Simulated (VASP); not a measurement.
A run of VASP 6.6.1 is set up as follows.

File INCAR:

```
SYSTEM = Hf
ALGO = Fast
EDIFF = 1E-7
EDIFFG = -0.01
ENCUT = 600
GGA = CA
IBRION = 2
ISIF = 3
ISMEAR = -1
LASPH = .True.
LCHARG = .False.
LREAL = .False.
LWAVE = .False.
NELM = 80
NSW = 40
PREC = Accurate
PSTRESS = 20
SIGMA = 0.05
```

Contents of KPOINTS:

```
k-points
0
Gamma
  10 10 10
  0 0 0
```

The input POSCAR:

```
Hf
1.0
    0.0000000000      2.2200000000      2.2200000000
    2.2200000000      0.0000000000      2.2200000000
    2.2200000000      2.2200000000      0.0000000000
Hf
1
Direct
    0.0000000000      0.0000000000      0.0000000000
```

Potentials or basis: VASP PAW LDA potentials, release 64 (Hf_pv).

Command:

```sh
$ cat potpaw_LDA.64/Hf_pv/POTCAR > POTCAR
$ mpirun -np 1 vasp_std > vasp.out
```

Problem. Predict the space group after relaxing (to 0.05 Å).

Solution. Fm-3m (No. 225).

Problem. What does it give for the band gap on the k mesh?

Solution. None (metal or under the smearing width).

Final structure:
```yaml
crystal:
  lattice:
    - [0.00000, 2.17025, 2.17025]
    - [2.17025, 0.00000, 2.17025]
    - [2.17025, 2.17025, 0.00000]
  atoms:
    - { symbol: Hf, position: [0.00000, 0.00000, 0.00000] }
```

 Zero-point motion and thermal expansion aren't in these numbers.
